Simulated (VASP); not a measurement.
Level of theory: PBE GGA, VASP's PBE PAW potentials (set 64) (plane waves; VASP).

VASP input:

KPOINTS:
```
kpoints
0
G
  5 5 5
0 0 0
```

File POSCAR:
```
CsI
1
    4.6652100000     0.0000000000     0.0000000000
    0.0000000000     4.6652100000     0.0000000000
    0.0000000000     0.0000000000     4.6652100000
Cs I
1 1
Direct
 -0.0027700000   0.0029050000   0.0023880000
  0.5027700000   0.4970950000   0.4976120000
```

### INCAR
```
! general
SYSTEM   = CsI
PREC     = Accurate
ENCUT    = 300
LREAL    = F
LASPH    = T

! electronic loop
EDIFF    = 1E-8
NELM     = 100
ALGO     = Normal
LMAXMIX  = 4

! smearing
ISMEAR   = 0
SIGMA    = 0.01

! functional
GGA      = PE

! ions
IBRION   = 8
NSW      = 1
ISIF     = 2

! output
LWAVE    = F
LCHARG   = F

! other
LEPSILON = T
```

POTCAR, in this order: Cs_sv I (PBE.64 set). Program: vasp_std.

Output

**OUTCAR**
```


   1 f  =    1.430038 THz     8.985193 2PiTHz   47.700928 cm-1     5.914159 meV
             X         Y         Z           dx          dy          dz
      4.652287  0.013552  0.011141    -0.414909    0.420333    0.388159
      2.345528  2.319053  2.321464     0.415263   -0.421062   -0.388287

   2 f  =    1.406744 THz     8.838833 2PiTHz   46.923929 cm-1     5.817823 meV
             X         Y         Z           dx          dy          dz
      4.652287  0.013552  0.011141    -0.311519   -0.561703    0.275872
      2.345528  2.319053  2.321464     0.318642    0.574755   -0.281893

   3 f  =    1.406396 THz     8.836648 2PiTHz   46.912326 cm-1     5.816384 meV
             X         Y         Z           dx          dy          dz
      4.652287  0.013552  0.011141    -0.472403    0.009240   -0.515456
      2.345528  2.319053  2.321464     0.483391   -0.009323    0.526594

   4 f/i=    0.000115 THz     0.000724 2PiTHz    0.003842 cm-1     0.000476 meV
             X         Y         Z           dx          dy          dz
      4.652287  0.013552  0.011141     0.533060    0.470215    0.078770
      2.345528  2.319053  2.321464     0.520972    0.459570    0.076963

   5 f/i=    0.000861 THz     0.005412 2PiTHz    0.028730 cm-1     0.003562 meV
             X         Y         Z           dx          dy          dz
      4.652287  0.013552  0.011141    -0.221201    0.348640   -0.583492
      2.345528  2.319053  2.321464    -0.216562    0.340968   -0.570875

   6 f/i=    0.015797 THz     0.099255 2PiTHz    0.526930 cm-1     0.065331 meV
             X         Y         Z           dx          dy          dz
      4.652287  0.013552  0.011141     0.417802   -0.406291   -0.401079
      2.345528  2.319053  2.321464     0.417187   -0.405970   -0.400808

 ELASTIC MODULI CONTR FROM IONIC RELAXATION (kBar)
 Direction    XX          YY          ZZ          XY          YZ          ZX
 --------------------------------------------------------------------------------
 XX          -0.6779     -0.6686     -0.6783      0.4649     -0.4317      0.3838
 YY          -0.6686     -0.6693     -0.6738      0.4669     -0.3996      0.4114
 ZZ          -0.6783     -0.6738     -0.6863      0.4962     -0.4016      0.3810
 XY           0.4649      0.4669      0.4962     -0.4626      0.1847     -0.1949
 YZ          -0.4317     -0.3996     -0.4016      0.1847     -0.4027      0.2197
 ZX           0.3838      0.4114      0.3810     -0.1949      0.2197     -0.3949
 --------------------------------------------------------------------------------
```
(Selected blocks of OUTCAR.)

At this cut-off the stress carries a Pulay error, which pulls relaxed volumes low.

The structure comes from a computed database's CsI entry; how it stands against other phases isn't given here. The cell was not relaxed at this level, atoms are displaced from their ideal sites. The run is one of a series of settings (EDIFF = 1E-8, IBRION = 8, LEPSILON = .TRUE., NSW = 1 against the base run), some of them coarse on purpose.
